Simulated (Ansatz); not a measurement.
CdS: distorted cells

Method: DFT PBEsol, scalar-relativistic, plane waves, PAW (Ansatz).

Settings: cutoff 420 eV, Γ-centred mesh 12×12×12 on the computed 2-atom cell, Gaussian smearing of 0.05 eV; no spin polarisation.

Reference cell:

```
CELL_PARAMETERS angstrom
0.00000 2.75324 2.75324
2.75324 0.00000 2.75324
2.75324 2.75324 0.00000
ATOMIC_POSITIONS crystal
Cd 0.00000 0.00000 0.00000
S 0.50000 0.50000 0.50000
```

Each variant moves atoms of this cell by the vectors given, if any (Å), and then applies a symmetric strain (tensor components, Cartesian axes). The reference cell isn't relaxed at this level. Energies are per atom at zero smearing, counted from the lowest variant. Pressure is positive in compression.

1. strain (xx yy zz yz xz xy, %) 1.38 2.43 3.05 2.00 0.43 -1.11; moves: Cd1 (0.061, 0.013, 0.078); S2 (-0.061, -0.013, -0.078)
2. strain (xx yy zz yz xz xy, %) -2.10 -1.70 -1.63 -0.29 0.50 -0.25; moves: Cd1 (0.007, 0.213, 0.131); S2 (-0.007, -0.213, -0.131)
3. strain (xx yy zz yz xz xy, %) 4.06 -0.43 -0.45 -0.90 -0.18 1.00; moves: Cd1 (-0.007, 0.020, 0.021); S2 (0.007, -0.020, -0.021)
4. strain (xx yy zz yz xz xy, %) -2.26 2.59 -1.57 1.20 -1.49 2.60; moves: Cd1 (-0.013, 0.004, -0.250); S2 (0.013, -0.004, 0.250)
5. strain (xx yy zz yz xz xy, %) 0.20 -3.29 -1.79 1.48 2.00 -0.18; moves: Cd1 (-0.017, -0.034, 0.092); S2 (0.017, 0.034, -0.092)
6. no strain; moves: S2 (0.000, 0.090, 0.000)
7. strain (xx yy zz yz xz xy, %) 1.12 1.12 1.12 0.00 0.00 0.00
8. strain (xx yy zz yz xz xy, %) -1.53 -1.53 -1.53 0.00 0.00 0.00

Task: Order the variants by energy, lowest first.

Result: 8 (0.0 meV/atom), 6 (18.7 meV/atom), 5 (26.2 meV/atom), 7 (40.4 meV/atom), 3 (44.5 meV/atom), 1 (79.9 meV/atom), 2 (152.1 meV/atom), 4 (256.0 meV/atom).

Task: Order them by pressure, highest first.

Result: 2 (7.10 GPa), 4 (5.74 GPa), 5 (0.41 GPa), 8 (-1.14 GPa), 6 (-4.18 GPa), 3 (-5.85 GPa), 7 (-6.30 GPa), 1 (-7.05 GPa).

This rock-salt form isn't the usual stable structure of the compound.